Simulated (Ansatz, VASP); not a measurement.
**AlN in VASP and in Ansatz**

```
Al N
1.0
     0.00000    1.95127    1.95127
     1.95127    0.00000    1.95127
     1.95127    1.95127    0.00000
Al N
1 1
Direct
  0.00000 0.00000 0.00000
  0.50000 0.50000 0.50000
```

Change from the starting cell: volume scaled by 0.96, crystal datasets.

Alike in both runs: task electric field gradients; functional LDA; k mesh 12 × 12 × 12; occupations fermi-dirac, width 0.01 eV; no spin polarisation.

|  | VASP | Ansatz |
| --- | --- | --- |
| version | VASP 6.6.1 | Ansatz 0.2.0 |
| potentials or method | VASP PAW LDA potentials, release 64 (Al, N), cutoff 520 eV | all-electron PAW with datasets made for the crystal, scalar-relativistic |

```csv
,VASP,Ansatz,Ansatz less VASP
gap on the k mesh at the Fermi level (eV),4.98,5.00,+0.024
pressure (GPa),27.7,26.7,-1.00
Vzz of the field gradient on the site that differs most (V/Å²),0.0,0.0,0.00
```

Ansatz ran all-electron here, so the differences hold the error of VASP's frozen core and of both bases.

Caveats: so large a pressure means that the cell lies far from this level's equilibrium, or that cutoff or potentials fall short (VASP). A k mesh can miss the band edges.
